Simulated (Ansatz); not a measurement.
NbAs:

```xyz
4
Lattice="-1.7259 1.7259 5.8400 1.7259 -1.7259 5.8400 1.7259 1.7259 -5.8400" Properties=species:S:1:pos:R:3 pbc="T T T"
Nb    0.0000    1.7259    0.0000
Nb    0.0000    0.0000    8.7600
As    0.0000    1.7259    4.8589
As    0.0000    0.0000    1.9389
```

```yaml
Program: Ansatz 0.2.0
Task: relaxation of cell and atoms
Functional: PBE
Dispersion: D3(BJ)
Potentials_or_basis: Ansatz PAW
Cutoff: "420 eV (not typed: the program's choice for these potentials)"
k_mesh: 11 × 11 × 11
Occupations: fermi-dirac, width 0.05 eV
Spin: no spin polarisation
```

At the start: volume 17.39 Å³/atom.

How do energy, volume and symmetry change on relaxing?

It ends after 4 steps and the volume is 17.10 Å³/atom (-1.7 %); space group I4_1md (No. 109, to 0.05 Å).

Step by step:
```
step  energy change (eV)  largest force (eV/Å)  volume (Å³)
   1              0.0000                0.2979        69.58
   2             -0.0193                0.0110        68.39
   3             -0.0193                0.0001        68.39
   4             -0.0191                0.0001        68.39
```

Final structure:
```
CELL_PARAMETERS angstrom
-1.71991 1.71991 5.77983
1.71991 -1.71991 5.77983
1.71991 1.71991 -5.77983
ATOMIC_POSITIONS crystal
Nb 0.49862 0.99862 0.50000
Nb 0.74862 0.74862 0.00000
As 0.91738 0.41738 0.50000
As 0.16738 0.16738 0.00000
```

Caveat: the plane-wave basis is chosen anew once the cell has moved, so the energies of steps on either side of that aren't comparable.
